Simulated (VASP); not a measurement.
Crystal: AlPt.

```xyz
2
Lattice="3.0915 0.0000 0.0000 0.0000 3.0915 0.0000 0.0000 0.0000 3.0915" Properties=species:S:1:pos:R:3 pbc="T T T"
Pt    1.5458    1.5458    1.5458
Al    0.0000    0.0000    0.0000
```

Measurements of this composition are mostly on another form, of space group No. 198.

* Program: VASP 6.6.1
* Task: relaxation of cell and atoms
* Functional: HSEsol
* Potentials or basis: VASP PAW PBE potentials, release 64 (Pt_GW, Al_GW)
* Cutoff: 630 eV
* k mesh: 5 × 5 × 5
* Occupations: methfessel-paxton, width 0.2 eV
* Spin: no spin polarisation

At the start: pressure -7.8 GPa; volume 14.77 Å³/atom.

Task: How do energy, volume and symmetry change on relaxing?

Result: Over 3 steps the energy falls by 14.9 meV/atom and the volume is 14.20 Å³/atom (-3.9 %); space group Pm-3m (No. 221, to 0.05 Å).

The path:
```tsv
step	energy change (eV)	largest force (eV/Å)	pressure (GPa)	volume (Å³)
1	0.0000	0.0000	-7.81	29.55
2	0.0542	0.0000	15.91	26.57
3	-0.0297	0.0000	-0.14	28.39
```

Final structure:
```
Pt Al
1.0
     3.05066    0.00000    0.00000
     0.00000    3.05066    0.00000
     0.00000    0.00000    3.05066
Pt Al
1 1
Direct
  0.50000 0.50000 0.50000
  0.00000 0.00000 0.00000
```

Caveat: the k mesh is coarse (spacing up to 0.41 Å⁻¹), so the values aren't converged, least of all with exact exchange; the PAW data sets were made with another functional, which shifts forces and pressure a little.
